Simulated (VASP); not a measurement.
Input:

```yaml
crystal:
  lattice:
    - [0.00000, 2.49476, 2.49476]
    - [2.49476, 0.00000, 2.49476]
    - [2.49476, 2.49476, 0.00000]
  atoms:
    - { symbol: In, position: [0.00000, 0.00000, 0.00000] }
    - { symbol: N, position: [0.25000, 0.25000, 0.25000] }
```

All values below come from PBEsol GGA, VASP's PBE PAW potentials (set 64) (plane waves; VASP). Numerical set-up: 520 eV cut-off, 14×14×14 Γ-centred mesh, tetrahedra with Blöchl corrections, potentials In_d N.

Task: The job: InN (relaxed from the zinc blende structure, space group F-43m), 2 atoms, PBEsol, static run, 520 eV, 14×14×14 Γ-centred mesh. Roughly how much core time does it take on a busy server core?

Result: About 30 core-seconds (one run on a shared machine, a rough figure). It had 104 irreducible k-points, 13 bands, up to 872 plane waves and 14 electronic steps.

The structure was generated: InN was put into the zinc blende type (F-43m), which need not be its known phase. It was relaxed first.
